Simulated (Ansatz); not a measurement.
Start from InCuS2 in the chalcopyrite structure (space group I-42d, No. 122).

```xyz
8
Lattice="-2.7610 2.7610 5.5652 2.7610 -2.7610 5.5652 2.7610 2.7610 -5.5652" Properties=species:S:1:pos:R:3 pbc="T T T"
Cu     0.0000     2.7610     2.7826
Cu     0.0000     0.0000     0.0000
In     2.7610     0.0000     2.7826
In     0.0000     0.0000     5.5652
S      1.3805     1.2240    -1.3913
S      1.3805     1.5370     4.1739
S      1.5370    -1.3805     6.9565
S      1.2240     4.1415     1.3913
```

Method: Kohn–Sham DFT with the r2SCAN functional, run in Ansatz (a program for electronic structure) with PAW and 500 eV plane waves, no spin-orbit coupling.

Before the change:

Gap between the host's bands: 0.36 eV
Gap character: direct at Γ

One thing is altered: 1.19 holes added to each cell, a density of 7.0×10^21 cm⁻³, with a uniform compensating background at fixed cell and a 300 K Fermi–Dirac width.

Task: What happens to the gap between the host's bands, gap character and Fermi level from band edge?

Result: The gap between the host's bands grows by 0.44 eV, from 0.36 eV to 0.80 eV; the gap character stays direct at Γ; the Fermi level relative to the doped band's edge (positive inside the band; to 0.05 eV) is +0.45 eV.

Carriers are added with a uniform compensating background; total energy and stress of such cells depend on the potential's zero and are not compared; many-body gap narrowing is missing at this level. No phonon test of stability was made. The final runs are not spin-polarised.
